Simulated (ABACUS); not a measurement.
# Mo under changes of volume

One of the cells (15.892 Å³/atom); the others are scaled copies at fixed shape and fractional positions:

```
Mo
1.0
    -1.58381    1.58381    1.58381
     1.58381   -1.58381    1.58381
     1.58381    1.58381   -1.58381
Mo
1
Direct
  0.00000 0.00000 0.00000
```

* Program: ABACUS 3.10.1
* Functional: PBE
* Potentials or basis: PseudoDojo NC SR 0.4.1 PBE standard
* Cutoff: 1102 eV
* Density cutoff: 4408 eV
* Basis: plane waves
* k mesh: 12 × 12 × 12
* Occupations: fermi-dirac, width 0.05 eV
* Spin: no spin polarisation

```tsv
volume (Å³/atom)	energy over the lowest point (meV/atom)	pressure (GPa)
14.938	?	?
15.256	15.74	9.9
15.574	2.24	3.9
15.892	0.00	-1.5
16.209	7.87	-6.3
16.527	24.84	-10.7
16.845	49.98	-14.6
```

Q: What does the run at 14.938 Å³/atom give?

A: Energy over the lowest point 41.78 meV/atom; pressure 16.5 GPa.

Worked out: A Birch-Murnaghan fit of order 3 (a polynomial in V^(-2/3)) to the other rows has its minimum at 15.80 Å³/atom with B0 = V·E''(V) = 261 GPa and B' = 4.4. It gives 41.82 meV/atom at 14.938 Å³/atom, against the run's 41.78, and -dE/dV = 16.5 GPa, against 16.5.

Energies are extrapolated to zero smearing.
